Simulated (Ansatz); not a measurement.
# CoO (R-3m) in Ansatz: further runs

The runs below take CoO through band structure, with PBE, LDA, PBEsol.

Everything below comes from runs of Ansatz 0.2.0. Logs are shortened: lines on timing, memory, paths and dates and some standing lists are left out, and cuts for length are marked.

## 1. Starting point

Symmetry: R-3m, No. 166, trigonal system. Conventional cell: a = 3.011 Å, b = 3.011 Å, c = 7.320 Å, α = 90.00°, β = 90.00°, γ = 120.00°. Around Co (site symmetry -3m) lie 6 O at 2.12 Å. O (site symmetry -3m) has 6 Co at 2.12 Å as nearest neighbours.

The cell is a database's computed one.

## 2. Band structure, PBE, collinear spin, ferromagnetic start

Contents of input.yaml:

```yaml
crystal:
  lattice:
    - [1.5054695445, 0.8691832468, 2.4399269062]
    - [-1.5054695445, 0.8691832468, 2.4399269062]
    - [0.0, -1.7383664936, 2.4399269062]
  atoms:
    - { symbol: Co, position: [0.0, 0.0, 0.0], spin: 2.0 }
    - { symbol: O, position: [0.5, 0.5, 0.5] }
hamiltonian:
  xc: pbe
  pseudopotentials: { kind: paw }
magnetization:
  spin_polarized: true
kpoints:
  mp_grid: { grid: [11, 11, 11] }
  band_path:
    path:
      - [[0.0, 0.0, 0.0], [0.5, 0.0, 0.0], [0.5, 0.2512681158, -0.2512681158]]
      - [[0.7487318842, 0.5, 0.2512681158], [0.5, 0.5, 0.5], [0.0, 0.0, 0.0], [0.3756340579, 0.0, -0.3756340579]]
      - [[0.6243659421, 0.3756340579, 0.0], [0.5, 0.5, 0.0], [0.6243659421, 0.6243659421, 0.2512681158], [0.5, 0.5, 0.5]]
      - [[0.5, 0.0, 0.0], [0.7487318842, 0.3756340579, 0.3756340579]]
    npoints: 14
scf:
  occupations: { method: fermi_dirac, width: 0.05 }
  n_extra_bands: 6
output:
  forces: true
  stress: true
  eigenvalues: true
  fatbands: false
```

Potentials or basis: Ansatz PAW.

Started as:

```sh
ansatz run input.yaml --threads 2 --pin off --max-ram 5632MiB --backend cpu --events-out ev --progress --plain --runs-dir out
```

Output:

```text
Warning: RAYON_NUM_THREADS=2 ignored (pool sized by the plan → 2); use --threads N
scf.n_extra_bands = 6 over 12 filled bands (N_el = 23.0): the run solves 18 bands
Engine: ansatz 0.2.0, aarch64-unknown-linux-gnu
Pseudopotentials: kind: paw
Pseudopotential: Co, paw, valence charge 17, recommended cutoff 420 eV (normal), Co.paw.azcp
Pseudopotential: O, paw, valence charge 6, recommended cutoff 420 eV (normal), O.paw.azcp
Functional definition: PBE
  parameter kappa = 0.804
  parameter beta = 0.06672455060314922
  exchange = pbe_x(kappa = kappa, mu = beta*pi^2/3)
  correlation = pbe_c(beta = beta)
Crystal: 2 atoms, lattice volume = 19.156 Å³
Basis set: ecut = 420 eV, 339 PW (Γ), exchange–correlation on 48×48×48 points (8 copies of the dense FFT grid, shifted against one another)
Bands: 18, of which v1, the nominal top of the filled ones, is band 12 counted from 1 (11 counted from 0)
Symmetry: 12 space group operations
Space group: R-3m (ITA 166), of the structure as read, at distance tolerance 2.7e-5 Å
Magnetic group: BNS 166.97 (UNI 1327), of the structure as read, at distance tolerance 2.7e-5 Å
k-points: 146 of 1331
Non-local potential: Co, projectors of the file, l = 0: 3, l = 1: 2, l = 2: 3, l = 3: 1
Non-local potential: O, projectors of the file, l = 0: 2, l = 1: 2, l = 2: 1
PAW form: soft (Blöchl's): semilocal exchange-correlation on the pseudo side does not see the compensation charge
PAW one-centre angular grid: Co, 590 points (default); XC on 64 Gauss nodes
PAW one-centre angular grid: O, 110 points (default); XC on 64 Gauss nodes
Initial density: superposition of atomic densities (chi_scale 0.1, normalization cell, long waves kept (reshape's long-wave potential 0.00 eV rms))
Starting moments: Σ|m| = 2 μB on 1 of 2 sites
Initial wavefunctions: pseudopotential atomic-orbital guess
Functional: x = pbe(κ = 0.804, μ = 0.2195149727645171), c = pbe(β = 0.06672455060314922)
SCF iter   1: F=—  HF=-5691.144932 eV  |F-HF|=—  |Δ(HF+E_count)|=         —  Δρ=1.14e-1 (↑1.14e-1 ↓9.93e-2)  dr2=5.98e0  dr2_m=1.41e-1  M=2.092 μB ∫|m|=2.092 μB  β_m=0.30  ethr=3.10e-3  ⟨swp⟩=5.7  Hψ=22940  notcnv=0
Mixer restart at iter 1: flushing history
preconditioner: auto → none  [metal: Δε(μ)=0.005 eV  Ē_g=14.919 eV  σ=0.050 eV  W_gap=0.03  n_scr=8 (ndim 8)  ℏωp=32.9 eV  f_vac=0.000  D(μ)=5.10/eV (n_scr^D=112)  sad-step TF]
SCF iter   2: F=—  HF=-5691.837238 eV  |F-HF|=—  |Δ(HF+E_count)|=   6.92e-1  Δρ=8.81e-2 (↑8.81e-2 ↓6.55e-2)  dr2=5.43e-1  dr2_m=8.82e-1  M=2.651 μB ∫|m|=2.652 μB  β_m=0.37  ethr=3.10e-3  ⟨swp⟩=2.9  Hψ=12839  notcnv=0  defer=290
SCF iter   3: F=—  HF=-5692.128838 eV  |F-HF|=—  |Δ(HF+E_count)|=   2.92e-1  Δρ=8.53e-2 (↑6.36e-2 ↓8.53e-2)  dr2=1.39e-1  dr2_m=9.05e-1  M=2.942 μB ∫|m|=2.946 μB  β_m=0.28  ethr=2.36e-3  ⟨swp⟩=2.0  Hψ=8995  notcnv=0  defer=294
SCF iter   4: F=—  HF=-5691.882465 eV  |F-HF|=—  |Δ(HF+E_count)|=         —  Δρ=2.94e-2 (↑2.82e-2 ↓2.94e-2)  dr2=2.13e-1  dr2_m=8.08e-2  M=2.723 μB ∫|m|=2.729 μB  β_m=0.69  ethr=6.06e-4  ⟨swp⟩=2.3  Hψ=10387  notcnv=0  defer=301
Mixer restart at iter 4: flushing history
SCF iter   5: F=—  HF=-5692.083761 eV  |F-HF|=—  |Δ(HF+E_count)|=   2.01e-1  Δρ=5.54e-2 (↑2.72e-2 ↓5.54e-2)  dr2=4.84e-1  dr2_m=1.71e-1  M=2.973 μB ∫|m|=2.984 μB  β_m=0.42  ethr=6.06e-4  ⟨swp⟩=3.0  Hψ=11830  notcnv=0  defer=299  recentre
SCF iter   6: F=—  HF=-5692.037202 eV  |F-HF|=—  |Δ(HF+E_count)|=   4.66e-2  Δρ=2.09e-2 (↑2.09e-2 ↓1.45e-2)  dr2=5.08e-2  dr2_m=3.95e-2  M=2.820 μB ∫|m|=2.829 μB  β_m=0.33  ethr=6.06e-4  ⟨swp⟩=3.5  Hψ=12536  notcnv=0  defer=302
SCF iter   7: F=—  HF=-5692.104009 eV  |F-HF|=—  |Δ(HF+E_count)|=   6.68e-2  Δρ=1.18e-2 (↑5.07e-3 ↓1.18e-2)  dr2=3.75e-3  dr2_m=1.15e-2  M=2.880 μB ∫|m|=2.892 μB  β_m=0.47  ethr=2.21e-4  ⟨swp⟩=2.5  Hψ=10861  notcnv=0  defer=305
SCF iter   8: F=—  HF=-5692.116725 eV  |F-HF|=—  |Δ(HF+E_count)|=   1.27e-2  Δρ=1.09e-3 (↑9.80e-4 ↓1.09e-3)  dr2=2.75e-4  dr2_m=3.71e-5  M=2.903 μB ∫|m|=2.917 μB  β_m=0.63  ethr=1.63e-5  ⟨swp⟩=2.2  Hψ=9276  notcnv=0  defer=305
SCF iter   9: F=—  HF=-5692.116958 eV  |F-HF|=—  |Δ(HF+E_count)|=   2.33e-4  Δρ=8.68e-4 (↑8.68e-4 ↓7.83e-4)  dr2=1.33e-5  dr2_m=1.16e-4  M=2.903 μB ∫|m|=2.918 μB  β_m=0.76  ethr=1.20e-6  ⟨swp⟩=2.0  Hψ=7437  notcnv=0  defer=305
SCF iter  10: F=—  HF=-5692.116977 eV  |F-HF|=—  |Δ(HF+E_count)|=   1.91e-5  Δρ=1.53e-4 (↑8.66e-5 ↓1.53e-4)  dr2=5.02e-6  dr2_m=7.33e-7  M=2.904 μB ∫|m|=2.919 μB  β_m=0.88  ethr=5.76e-8  ⟨swp⟩=2.5  Hψ=8532  notcnv=0  defer=305
SCF iter  11: F=—  HF=-5692.117001 eV  |F-HF|=—  |Δ(HF+E_count)|=   2.47e-5  Δρ=6.87e-5 (↑2.33e-5 ↓6.87e-5)  dr2=2.18e-7  dr2_m=2.92e-7  M=2.905 μB ∫|m|=2.920 μB  β_m=0.94  ethr=2.18e-8  ⟨swp⟩=2.0  Hψ=7337  notcnv=0  defer=305
SCF iter  12: F=—  HF=-5692.117002 eV  |F-HF|=—  |Δ(HF+E_count)|=   6.04e-7  Δρ=4.37e-5 (↑5.96e-6 ↓4.37e-5)  dr2=5.72e-8  dr2_m=9.31e-8  M=2.905 μB ∫|m|=2.920 μB  β_m=0.97  ethr=9.47e-10  ⟨swp⟩=2.0  Hψ=8523  notcnv=0  defer=305
SCF iter  13: F=—  HF=-5692.117002 eV  |F-HF|=—  |Δ(HF+E_count)|=   4.94e-7  Δρ=9.19e-6 (↑9.19e-6 ↓4.25e-6)  dr2=8.75e-9  dr2_m=4.28e-9  M=2.905 μB ∫|m|=2.920 μB  β_m=0.94  ethr=2.49e-10  ⟨swp⟩=2.0  Hψ=8781  notcnv=0  defer=305
SCF iter  14: F=-5692.117002 eV  HF=-5692.117002 eV  |F-HF|=6.59e-10  |Δ(HF+E_count)|=   1.07e-9  Δρ=3.94e-6 (↑2.83e-7 ↓3.94e-6)  dr2=9.99e-10  dr2_m=6.70e-10  M=2.905 μB ∫|m|=2.920 μB  ethr=3.80e-11  ⟨swp⟩=6.1  Hψ=21197  notcnv=0
SCF 1 converged in 14 iterations: F = -5692.117002 eV  dr2 = 9.99e-10
NSCF: frozen V_eff on 130 k-points
SCF converged after 14 iterations
Magnetization: 2.9049 μB (12.9525 up, 10.0475 down)
Absolute magnetization: 2.9198 μB (∫|ρ↑−ρ↓|, with the PAW one-centre terms)
Spin contamination: 0.0083 ħ² per cell (⟨S²⟩ above its minimum at these occupations)
Per-site moments (μB) at R_I (Å): [(2.4740601763803416, 0.876038603632342), (0.31323069910778045, 0.876038603632342)]
Free energy (F): -5692.117002 eV
Harris-Foulkes:  -5692.117002 eV  (|F-HF|=6.59e-10)
Internal energy: -5692.083396 eV  (E = F + TS)
E sigma→0 (E₀):  -5692.100199 eV
Entropy (-TS):   -0.033607 eV (-16.803 meV/atom)
Fermi energy:    14.068111 eV
--- Per-component energies (eV) ---
  E_band       = -301.726113
  E_kinetic    = 617.818711
  E_local      = -3420.672025  (includes V_loc(G=0)·N_el)
  E_nonlocal   = 514.279433
  E_hartree    = 1404.889475
  E_xc         = -228.717501
  E_vxc        = -293.944309  (∫ρ·V_xc dr)
  E_paw        = -1676.999712  (= ΣΔE_a)
  E_vpaw       = -528.988020  (= ΣTr[D̂ρ^β])
  E_aug_tail   = 0.002499  (compensation charges beyond the density's cutoff)
  E_ewald      = -2902.684276
  E_smearing   = -0.033607  (= −TS)
  E_closure    = -0.000000  (closes the sum)
  Σ components = -5692.117002   (vs F -5692.117002, Δ=0.00e0)
--- Forces (eV/Å), atoms counted from 1 ---
  atom   1  Co    -0.00000000     0.00000000     0.00000000
  atom   2  O      0.00000000    -0.00000000    -0.00000000
  max |Σ_I F_I| component: 3.68e-30 eV/Å
--- Stress (GPa, compression-positive) ---
        0.105185       0.000000      -0.000000
        0.000000       0.105185      -0.000000
       -0.000000      -0.000000      -0.339973
  P = ⅓ Tr σ = -0.0432 GPa (-0.432 kbar)
--- Band table (eV; the first three rows and the last of 292) ---
  k-point 0 ↑: bands = ["-82.8040", "-46.0742", "-46.0742", "-46.0570", "-6.2718", "10.7809", "10.7809", "10.8369", "10.8369", "10.8852", "10.9554", "10.9554", "11.0064", "15.0173", "30.8158", "32.0689", "32.0689", "32.2811"]
  k-point 1 ↑: bands = ["-82.8038", "-46.0770", "-46.0746", "-46.0577", "-6.1849", "9.9698", "9.9721", "10.0075", "10.9972", "11.0274", "11.2986", "11.6938", "11.7175", "15.5979", "29.1782", "31.7705", "31.9414", "32.8402"]
  k-point 2 ↑: bands = ["-82.8030", "-46.0848", "-46.0757", "-46.0594", "-5.9425", "8.6902", "9.2256", "9.2646", "11.1500", "11.1828", "11.5183", "12.5363", "12.5494", "16.7978", "26.9982", "30.6718", "30.8021", "33.2628"]
  k-point 145 ↓: bands = ["-79.7549", "-43.1307", "-43.0996", "-43.0976", "-4.4446", "6.5008", "9.1967", "9.3143", "13.9180", "13.9440", "14.2175", "16.4439", "16.7612", "19.8841", "24.1871", "27.1992", "28.0836", "36.0115"]
```

Run time: 8.9 s. Hardware: 2 threads of Arm Neoverse V1, shared host; peak memory 0.36 GiB.

What came out:

| Property | Result |
| --- | --- |
| Free energy | -5692.1170 eV |
| Pressure | 0.0 GPa |
| Band gap on the k mesh | none (metal or under the smearing width) |
| Net moment | 2.90 μB per cell |
| Absolute moment | 2.92 μB per cell |
| Site moments | Co +2.47; O +0.31 μB |

Levels at the corners of the path, in eV from the Fermi level:
Spin up:
```csv
point,band 10,band 11,band 12,band 13,band 14,band 15,band 16,band 17
Γ,-3.18,-3.11,-3.11,-3.06,0.95,16.75,18.00,18.00
L,-2.34,-1.82,0.10,0.11,5.01,9.31,13.35,13.45
B1,-2.31,-2.30,-2.07,-1.36,8.07,9.93,10.01,12.66
B,-2.31,-2.30,-2.07,-1.36,8.07,9.93,10.01,12.66
Z,-2.36,-1.78,0.11,0.11,4.95,9.42,13.26,13.26
Γ,-3.18,-3.11,-3.11,-3.06,0.95,16.75,18.00,18.00
X,-2.18,-2.06,-1.94,-1.32,7.39,9.67,9.76,15.07
Q,-2.18,-2.06,-1.94,-1.32,7.39,9.67,9.76,15.07
F,-2.93,-2.41,-2.08,-2.06,5.82,9.78,11.64,15.64
P1,-2.21,-2.04,-1.93,-1.30,7.40,9.62,9.80,14.95
Z,-2.36,-1.78,0.11,0.11,4.95,9.42,13.26,13.26
L,-2.34,-1.82,0.10,0.11,5.01,9.31,13.35,13.45
P,-2.21,-2.04,-1.93,-1.30,7.40,9.62,9.80,14.95
```
Spin down:
```tsv
point	band 6	band 7	band 8	band 9	band 10	band 11	band 12	band 13	band 14	band 15
Γ	-2.69	-2.69	-2.64	-1.13	-1.13	-1.11	0.07	0.07	1.49	16.65
L	-7.74	-4.75	-4.70	-0.14	-0.12	0.18	2.73	2.74	5.30	10.10
B1	-5.73	-5.72	-5.13	-0.40	-0.39	0.14	0.92	1.65	8.99	10.45
B	-5.73	-5.72	-5.13	-0.40	-0.39	0.14	0.92	1.65	8.99	10.45
Z	-7.71	-4.77	-4.77	-0.11	-0.11	0.18	2.75	2.75	5.24	10.22
Γ	-2.69	-2.69	-2.64	-1.13	-1.13	-1.11	0.07	0.07	1.49	16.65
X	-6.15	-5.76	-4.37	-1.06	-0.02	0.16	1.16	1.62	8.22	10.23
Q	-6.15	-5.76	-4.37	-1.06	-0.02	0.16	1.16	1.62	8.22	10.23
F	-6.53	-3.97	-3.91	-2.28	0.13	0.14	0.56	1.03	6.69	10.25
P1	-6.14	-5.76	-4.43	-1.02	-0.02	0.15	1.16	1.64	8.22	10.19
Z	-7.71	-4.77	-4.77	-0.11	-0.11	0.18	2.75	2.75	5.24	10.22
L	-7.74	-4.75	-4.70	-0.14	-0.12	0.18	2.73	2.74	5.30	10.10
P	-6.14	-5.76	-4.43	-1.02	-0.02	0.15	1.16	1.64	8.22	10.19
```

Caveat: the pressure holds a Pulay correction of +0.7 GPa for the finite cutoff; a cell with one magnetic atom can't hold antiferromagnetic order, which such compounds often take; semilocal functionals often make such compounds metallic where correlation or magnetic order opens a gap, which also shifts bond lengths. With open d or f shells a metallic result of PBE can be an artefact of self-interaction; +U or a hybrid may open a gap.

[end of part 1 of 2]
